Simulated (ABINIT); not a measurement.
# AlAs (F-43m): G0W0 in ABINIT against the bands in the screening

Aim: move the bands in the screening of a G0W0 run on AlAs (F-43m) over a wide range.

Calculated with ABINIT 10.8.3; PBE and many-body steps on it, plane waves.

**1. The starting structure**

Symmetry: F-43m, No. 216, cubic system. Conventional cell: a = 5.661 Å, b = 5.661 Å, c = 5.661 Å, α = 90.00°, β = 90.00°, γ = 90.00°. Al has 4 As at 2.45 Å nearest. Nearest to As lie 4 Al at 2.45 Å. Farther neighbours are not listed.

The cell and positions come from the Crystallography Open Database and are kept as given unless a step says otherwise.

**2. Screening, 4×4×4 mesh, 17 bands, screening to 163.3 eV**

This step: ABINIT 10.8.3; RPA screening on PBE, plane waves, norm-conserving pseudopotentials.

The RPA dielectric matrix is built and inverted for each q.

The input, run.abi:

```
acell 3*1.0 Angstrom
rprim 
  -0.000000000000 2.830400000000 2.830400000000
  2.830400000000 0.000000000000 2.830400000000
  2.830400000000 2.830400000000 0.000000000000
ntypat 2
znucl 13 33
natom 2
typat 1 2
xred 
  0.000000000000 0.000000000000 0.000000000000
  0.250000000000 0.250000000000 0.250000000000
pp_dirpath "pseudos"
pseudos "Al.upf, As.upf"
ecut 38
ngkpt 4 4 4
nshiftk 1
shiftk 0 0 0
kptopt 1
chksymbreak 0
istwfk *1
occopt 1
irdwfk 1
optdriver 3
nband 17
ecuteps 6
inclvkb 2
awtr 1
symchi 1
indata_prefix "in"
outdata_prefix "out"
tmpdata_prefix "tmp"
```

The run is started by

```bash
OMP_NUM_THREADS=1 mpirun -n 8 abinit run.abi > log
```

Output:

```text
.Version 10.8.3 of ABINIT. v10.8.2 released Aug 2026.

 Symmetries : space group F-4 3 m (#216); Bravais cF (face-center cubic)
[... echo of the input left out ...]
== DATASET  1 ==================================================================
-   mpi_nproc: 8, omp_nthreads: 1 (-1 if OMP is not activated)

--- !DatasetInfo
iteration_state: {dtset: 1, }
dimensions: {natom: 2, nkpt: 8, mband: 17, nsppol: 1, nspinor: 1, nspden: 1, mpw: 3479, }
cutoff_energies: {ecut:  38.0, pawecutdg:  -1.0, }
electrons: {nelect:   1.80000000E+01, charge:   0.00000000E+00, occopt:   1.00000000E+00, tsmear:   1.00000000E-02, }

 SCREENING: Calculation of the susceptibility and dielectric matrices

 Based on a program developped by R.W. Godby, V. Olevano, G. Onida, and L. Reining.
 Incorporated in ABINIT by V. Olevano, G.-M. Rignanese, and M. Torrent.
.Using double precision arithmetic ; gwpc =  8

[... cell and pseudopotentials left out ...]
--------------------------------------------------------------------------------

 ==== K-mesh for the wavefunctions ====
 Number of points in the irreducible wedge :     8
[... list of points left out ...]
 Together with 24 symmetry operations and time-reversal symmetry
 yields    64 points in the full Brillouin Zone.

 ==== Q-mesh for the screening function ====
 Number of points in the irreducible wedge :     8
[... list of points left out ...]
 Together with 24 symmetry operations and time-reversal symmetry
 yields    64 points in the full Brillouin Zone.

 setmesh: FFT mesh size selected  =    30x   30x   30
          total number of points  =        27000

 vcoul_init : cutoff-mode = AUXILIARY_FUNCTION
 q-points for optical limit:   1
     1)      0.000010    0.000020    0.000030

- screening: taking advantage of time-reversal symmetry
- Maximum band index for partially occupied states nbvw = 9
- Remaining bands to be divided among processors   nbcw = 8
- Number of bands treated by each node ~1

 Number of electrons calculated from density =   18.0000; Expected =   18.0000
 average of density, n =  0.058817
 r_s =    1.5952
 omega_plasma =   23.3941 [eV]

 calculating chi0 at frequencies [eV] :
  1    0.000000E+00    0.000000E+00
  2    0.000000E+00    2.339413E+01

--------------------------------------------------------------------------------
  q-point number  1        q = ( 0.000000, 0.000000, 0.000000) [r.l.u.]
--------------------------------------------------------------------------------
[... chi0 elements left out ...]
 For q-point:  0.000010 0.000020 0.000030
  dielectric constant =  14.1008
  dielectric constant without local fields =  15.9465

  Average fulfillment of the sum rule on Im[epsilon] for q-point    1 :     12.27  [%]
[... wings left out ...]
  q-point number  2        q = ( 0.250000, 0.000000, 0.000000) [r.l.u.]
--------------------------------------------------------------------------------
[... chi0 elements left out ...]
  Average fulfillment of the sum rule on Im[epsilon] for q-point    2 :     35.31  [%]

 [... 6 further q-points ...]
```

The job ended after 2.2 s (8 MPI ranks of AMD EPYC 9R45, shared host; peak memory 0.13 GiB).

Numbers from this step:

```
ε∞ with local fields, on this mesh, along the program's q direction : 14.10
the same without local fields                                       : 15.95
plasma frequency                                                    : 23.39 eV
plane waves in the screening matrix                                 : 181
```

Local fields lower ε∞ by 12 %. On a Γ-centred mesh this coarse the value itself is usually too large, while a short band sum pulls it down.

**3. 17 bands**

This step: G0W0 on PBE, plane waves, norm-conserving pseudopotentials.

Edit run.abi of step 2 so:

```diff
@@ -23,8 +23,17 @@
 irdwfk 1
-optdriver 3
-nband 17
+optdriver 4
+nband 82
+gwcalctyp 0
+ecutsigx 38
+symsigma 1
+nkptgw 2
+kptgw 
+  0.0000000000 0.0000000000 0.0000000000
+  0.5000000000 0.5000000000 0.0000000000
+bdgw 
+  7 13
+  8 11
 ecuteps 6
-inclvkb 2
-awtr 1
-symchi 1
+irdscr 1
+ppmodel 1
 indata_prefix "in"
```

Output:

```text
.Version 10.8.3 of ABINIT. v10.8.2 released Aug 2026.

 Symmetries : space group F-4 3 m (#216); Bravais cF (face-center cubic)
[... echo of the input left out ...]
== DATASET  1 ==================================================================
-   mpi_nproc: 8, omp_nthreads: 1 (-1 if OMP is not activated)

--- !DatasetInfo
iteration_state: {dtset: 1, }
dimensions: {natom: 2, nkpt: 8, mband: 82, nsppol: 1, nspinor: 1, nspden: 1, mpw: 3479, }
cutoff_energies: {ecut:  38.0, pawecutdg:  -1.0, }
electrons: {nelect:   1.80000000E+01, charge:   0.00000000E+00, occopt:   1.00000000E+00, tsmear:   1.00000000E-02, }

 SIGMA: Calculation of the GW corrections

 Based on a program developped by R.W. Godby, V. Olevano, G. Onida, and L. Reining.
 Incorporated in ABINIT by V. Olevano, G.-M. Rignanese, and M. Torrent.
.Using double precision arithmetic ; gwpc =  8

[... cell and pseudopotentials left out ...]
--------------------------------------------------------------------------------

 ==== K-mesh for the wavefunctions ====
 Number of points in the irreducible wedge :     8
[... list of points left out ...]
 Together with 24 symmetry operations and time-reversal symmetry
 yields    64 points in the full Brillouin Zone.

 ==== Q-mesh for screening function ====
 Number of points in the irreducible wedge :     8
[... list of points left out ...]
 Together with 24 symmetry operations and time-reversal symmetry
 yields    64 points in the full Brillouin Zone.

 vcoul_init : cutoff-mode = AUXILIARY_FUNCTION
 q-points for optical limit:   1
     1)      0.000010    0.000020    0.000030
 setmesh: FFT mesh size selected  =    45x   45x   45
          total number of points  =        91125

 Number of electrons calculated from density =   18.0000; Expected =   18.0000
 average of density, n =  0.058817
 r_s =    1.5952
 omega_plasma =   23.3941 [eV]

 === KS Band Gaps ===
  >>>> For spin  1
   Minimum direct gap =   2.0450 [eV], located at k-point      :   0.0000  0.0000  0.0000
   Fundamental gap    =   1.4364 [eV], Top of valence bands at :   0.0000  0.0000  0.0000
                                       Bottom of conduction at :   0.5000  0.5000  0.0000
 SIGMA fundamental parameters:
 PLASMON POLE MODEL  1
 number of plane-waves for SigmaX                 3479
 number of plane-waves for SigmaC and W            181
 number of plane-waves for wavefunctions          3479
 number of bands                                    82
 number of independent spin polarizations            1
 number of spinorial components                      1
 number of k-points in IBZ                           8
 number of q-points in IBZ                           8
 number of symmetry operations                      24
 number of k-points in BZ                           64
 number of q-points in BZ                           64
 number of frequencies for dSigma/dE                 9
 frequency step for dSigma/dE [eV]                0.25
 number of omega for Sigma on real axis              0
 max omega for Sigma on real axis  [eV]           0.00
 zcut for avoiding poles [eV]                     0.10

 EPSILON^-1 parameters (SCR file):
 dimension of the eps^-1 matrix on file            181
 dimension of the eps^-1 matrix used               181
 number of plane-waves for wavefunctions          3479
 number of bands                                    17
 number of q-points in IBZ                           8
 number of frequencies                               2
 number of real frequencies                          1
 number of imag frequencies                          1

 matrix elements of self-energy operator (all in [eV])

 Perturbative Calculation

--- !SelfEnergy_ee
iteration_state: {dtset: 1, }
kpoint     : [   0.000,    0.000,    0.000, ]
spin       : 1
KS_gap     :    2.045
QP_gap     :    3.161
Delta_QP_KS:    1.116
data: !SigmaeeData |
     Band     E0 <VxcDFT>   SigX SigC(E0)      Z dSigC/dE  Sig(E)    E-E0       E
        7   3.572 -12.480 -15.265   1.979   0.786  -0.273 -13.113  -0.633   2.939
        8   3.572 -12.480 -15.265   1.979   0.786  -0.273 -13.113  -0.633   2.939
        9   3.572 -12.480 -15.265   1.979   0.786  -0.273 -13.113  -0.633   2.939
       10   5.617 -11.505  -7.571  -3.325   0.793  -0.261 -11.022   0.483   6.101
       11   7.866  -9.416  -4.854  -3.724   0.785  -0.274  -8.758   0.658   8.524
       12   7.866  -9.416  -4.854  -3.724   0.785  -0.274  -8.758   0.658   8.524
       13   7.866  -9.416  -4.854  -3.724   0.785  -0.274  -8.758   0.658   8.524

--- !SelfEnergy_ee
iteration_state: {dtset: 1, }
kpoint     : [   0.500,    0.500,    0.000, ]
spin       : 1
KS_gap     :    3.609
QP_gap     :    4.672
Delta_QP_KS:    1.063
data: !SigmaeeData |
     Band     E0 <VxcDFT>   SigX SigC(E0)      Z dSigC/dE  Sig(E)    E-E0       E
        8   1.400 -11.214 -14.603   2.533   0.769  -0.300 -11.872  -0.658   0.742
        9   1.400 -11.214 -14.603   2.533   0.769  -0.300 -11.872  -0.658   0.742
       10   5.009  -8.299  -4.581  -3.213   0.803  -0.246  -7.894   0.405   5.413
       11   5.873  -8.962  -5.073  -3.198   0.801  -0.249  -8.409   0.553   6.427

== END DATASET(S) ==============================================================
================================================================================

 -outvars: echo values of variables after computation  --------
           etotal      0.0000000000E+00
            nband          82
             nkpt           8
          spgroup         216
 [... the other variables as echoed above ...]

 Calculation completed.
```

The job ended after 3.2 s (8 MPI ranks; peak memory 1.3 GiB).

This step gave:

```yaml
g0w0_gap_on_the_points_computed: 2.474 eV
starting_gap_on_the_mesh: 1.436 eV
k_of_the_valence_top: 0, 0, 0
k_of_the_conduction_bottom: 0.5, 0.5, 0
z_at_the_valence_top: 0.786
z_at_the_conduction_bottom: 0.803
least_direct_g0w0_gap_on_the_computed_points: 3.162 eV
```

**4. Screening, 4×4×4 mesh, 25 bands, screening to 163.3 eV**

This step: RPA screening on PBE, plane waves, norm-conserving pseudopotentials.

Edit run.abi of step 3 so:

```diff
@@ -23,17 +23,8 @@
 irdwfk 1
-optdriver 4
-nband 82
-gwcalctyp 0
-ecutsigx 38
-symsigma 1
-nkptgw 2
-kptgw 
-  0.0000000000 0.0000000000 0.0000000000
-  0.5000000000 0.5000000000 0.0000000000
-bdgw 
-  7 13
-  8 11
+optdriver 3
+nband 25
 ecuteps 6
-irdscr 1
-ppmodel 1
+inclvkb 2
+awtr 1
+symchi 1
 indata_prefix "in"
```

Output:

```text
.Version 10.8.3 of ABINIT. v10.8.2 released Aug 2026.

 Symmetries : space group F-4 3 m (#216); Bravais cF (face-center cubic)
[... echo of the input left out ...]
== DATASET  1 ==================================================================
-   mpi_nproc: 8, omp_nthreads: 1 (-1 if OMP is not activated)

--- !DatasetInfo
iteration_state: {dtset: 1, }
dimensions: {natom: 2, nkpt: 8, mband: 25, nsppol: 1, nspinor: 1, nspden: 1, mpw: 3479, }
cutoff_energies: {ecut:  38.0, pawecutdg:  -1.0, }
electrons: {nelect:   1.80000000E+01, charge:   0.00000000E+00, occopt:   1.00000000E+00, tsmear:   1.00000000E-02, }

 SCREENING: Calculation of the susceptibility and dielectric matrices

 Based on a program developped by R.W. Godby, V. Olevano, G. Onida, and L. Reining.
 Incorporated in ABINIT by V. Olevano, G.-M. Rignanese, and M. Torrent.
.Using double precision arithmetic ; gwpc =  8

[... cell and pseudopotentials left out ...]
--------------------------------------------------------------------------------

 ==== K-mesh for the wavefunctions ====
 Number of points in the irreducible wedge :     8
[... list of points left out ...]
 Together with 24 symmetry operations and time-reversal symmetry
 yields    64 points in the full Brillouin Zone.

 ==== Q-mesh for the screening function ====
 Number of points in the irreducible wedge :     8
[... list of points left out ...]
 Together with 24 symmetry operations and time-reversal symmetry
 yields    64 points in the full Brillouin Zone.

 setmesh: FFT mesh size selected  =    30x   30x   30
          total number of points  =        27000

 vcoul_init : cutoff-mode = AUXILIARY_FUNCTION
 q-points for optical limit:   1
     1)      0.000010    0.000020    0.000030

- screening: taking advantage of time-reversal symmetry
- Maximum band index for partially occupied states nbvw = 9
- Remaining bands to be divided among processors   nbcw = 16
- Number of bands treated by each node ~2

 Number of electrons calculated from density =   18.0000; Expected =   18.0000
 average of density, n =  0.058817
 r_s =    1.5952
 omega_plasma =   23.3941 [eV]

 calculating chi0 at frequencies [eV] :
  1    0.000000E+00    0.000000E+00
  2    0.000000E+00    2.339413E+01

--------------------------------------------------------------------------------
  q-point number  1        q = ( 0.000000, 0.000000, 0.000000) [r.l.u.]
--------------------------------------------------------------------------------
[... chi0 elements left out ...]
 For q-point:  0.000010 0.000020 0.000030
  dielectric constant =  14.1690
  dielectric constant without local fields =  15.9819

  Average fulfillment of the sum rule on Im[epsilon] for q-point    1 :     24.06  [%]
[... wings left out ...]
  q-point number  2        q = ( 0.250000, 0.000000, 0.000000) [r.l.u.]
--------------------------------------------------------------------------------
[... chi0 elements left out ...]
  Average fulfillment of the sum rule on Im[epsilon] for q-point    2 :     41.40  [%]

 [... 6 further q-points ...]
```

Wall time 2.5 s (8 MPI ranks); peak memory 0.14 GiB.

Numbers from this step:

| Property | Result |
| --- | --- |
| ε∞ with local fields, on this mesh, along the program's q direction | 14.17 |
| the same without local fields | 15.98 |
| plasma frequency | 23.39 eV |
| plane waves in the screening matrix | 181 |

**5. 25 bands**

The self-energy is evaluated for the states that the input lists, and the levels follow from it, in one-shot runs by the linearised quasiparticle equation.

This step: G0W0 on PBE, plane waves, norm-conserving pseudopotentials.

Edit run.abi of step 4 so:

```diff
@@ -23,8 +23,17 @@
 irdwfk 1
-optdriver 3
-nband 25
+optdriver 4
+nband 82
+gwcalctyp 0
+ecutsigx 38
+symsigma 1
+nkptgw 2
+kptgw 
+  0.0000000000 0.0000000000 0.0000000000
+  0.5000000000 0.5000000000 0.0000000000
+bdgw 
+  7 13
+  8 11
 ecuteps 6
-inclvkb 2
-awtr 1
-symchi 1
+irdscr 1
+ppmodel 1
 indata_prefix "in"
```

Output:

```text
.Version 10.8.3 of ABINIT. v10.8.2 released Aug 2026.

 Symmetries : space group F-4 3 m (#216); Bravais cF (face-center cubic)
[... echo of the input left out ...]
== DATASET  1 ==================================================================
-   mpi_nproc: 8, omp_nthreads: 1 (-1 if OMP is not activated)

--- !DatasetInfo
iteration_state: {dtset: 1, }
dimensions: {natom: 2, nkpt: 8, mband: 82, nsppol: 1, nspinor: 1, nspden: 1, mpw: 3479, }
cutoff_energies: {ecut:  38.0, pawecutdg:  -1.0, }
electrons: {nelect:   1.80000000E+01, charge:   0.00000000E+00, occopt:   1.00000000E+00, tsmear:   1.00000000E-02, }

 SIGMA: Calculation of the GW corrections

 Based on a program developped by R.W. Godby, V. Olevano, G. Onida, and L. Reining.
 Incorporated in ABINIT by V. Olevano, G.-M. Rignanese, and M. Torrent.
.Using double precision arithmetic ; gwpc =  8

[... cell and pseudopotentials left out ...]
--------------------------------------------------------------------------------

 ==== K-mesh for the wavefunctions ====
 Number of points in the irreducible wedge :     8
[... list of points left out ...]
 Together with 24 symmetry operations and time-reversal symmetry
 yields    64 points in the full Brillouin Zone.

 ==== Q-mesh for screening function ====
 Number of points in the irreducible wedge :     8
[... list of points left out ...]
 Together with 24 symmetry operations and time-reversal symmetry
 yields    64 points in the full Brillouin Zone.

 vcoul_init : cutoff-mode = AUXILIARY_FUNCTION
 q-points for optical limit:   1
     1)      0.000010    0.000020    0.000030
 setmesh: FFT mesh size selected  =    45x   45x   45
          total number of points  =        91125

 Number of electrons calculated from density =   18.0000; Expected =   18.0000
[...]
number of omega for Sigma on real axis              0
 max omega for Sigma on real axis  [eV]           0.00
 zcut for avoiding poles [eV]                     0.10

 EPSILON^-1 parameters (SCR file):
 dimension of the eps^-1 matrix on file            181
 dimension of the eps^-1 matrix used               181
 number of plane-waves for wavefunctions          3479
 number of bands                                    25
 number of q-points in IBZ                           8
 number of frequencies                               2
 number of real frequencies                          1
 number of imag frequencies                          1

 matrix elements of self-energy operator (all in [eV])

 Perturbative Calculation

--- !SelfEnergy_ee
iteration_state: {dtset: 1, }
kpoint     : [   0.000,    0.000,    0.000, ]
spin       : 1
KS_gap     :    2.045
QP_gap     :    3.089
Delta_QP_KS:    1.044
data: !SigmaeeData |
     Band     E0 <VxcDFT>   SigX SigC(E0)      Z dSigC/dE  Sig(E)    E-E0       E
        7   3.572 -12.480 -15.265   1.832   0.785  -0.275 -13.227  -0.748   2.824
        8   3.572 -12.480 -15.265   1.832   0.785  -0.275 -13.227  -0.748   2.824
        9   3.572 -12.480 -15.265   1.832   0.785  -0.275 -13.227  -0.748   2.824
[...]
--- !SelfEnergy_ee
iteration_state: {dtset: 1, }
kpoint     : [   0.500,    0.500,    0.000, ]
spin       : 1
KS_gap     :    3.609
QP_gap     :    4.615
Delta_QP_KS:    1.006
data: !SigmaeeData |
     Band     E0 <VxcDFT>   SigX SigC(E0)      Z dSigC/dE  Sig(E)    E-E0       E
[...]
10   5.009  -8.299  -4.581  -3.441   0.802  -0.247  -8.077   0.222   5.230
       11   5.873  -8.962  -5.073  -3.437   0.799  -0.251  -8.601   0.361   6.235

== END DATASET(S) ==============================================================
================================================================================

 -outvars: echo values of variables after computation  --------
           etotal      0.0000000000E+00
            nband          82
             nkpt           8
          spgroup         216
 [... the other variables as echoed above ...]

 Calculation completed.
```

Run time: 3.2 s. Hardware: 8 MPI ranks; peak memory 1.3 GiB.

Numbers from this step:

| Item | Value |
| --- | --- |
| G0W0 gap on the points computed | 2.406 eV |
| starting gap on the mesh | 1.436 eV |
| k of the valence top | 0, 0, 0 |
| k of the conduction bottom | 0.5, 0.5, 0 |
| Z at the valence top | 0.785 |
| Z at the conduction bottom | 0.802 |
| least direct G0W0 gap on the computed points | 3.089 eV |

The gap on the mesh goes from 1.44 eV to 2.41 eV, a correction of +0.97 eV.

(Part 1 of 2 ends here.)

[Paths, hosts, dates, memory and timing lines, banners, echoed tables and standing remarks are left out of the program output.]

[Logs are printed without paths, hosts, clocks, repeated set-up lines and the standing remarks that a program may print on its own settings, such as how far it seeks lower states.]

[Runs of the session that timed out or met a known fault of the program may be left out.]

[Hosts, paths, dates, database ids (printed as entryN), source tags and the programs' standing remarks are cut or masked in the printed files.]

[G0W0 gaps are taken among the corrected bands and points alone; a level outside them can change the order at an edge.]

[Where Ansatz stands beside ABINIT at settings called matched, ABINIT's density can come from a denser mesh and the files from another edition; pairs whose starting gaps differed by over 0.03 eV were left out, so agreement reads better than it is.]
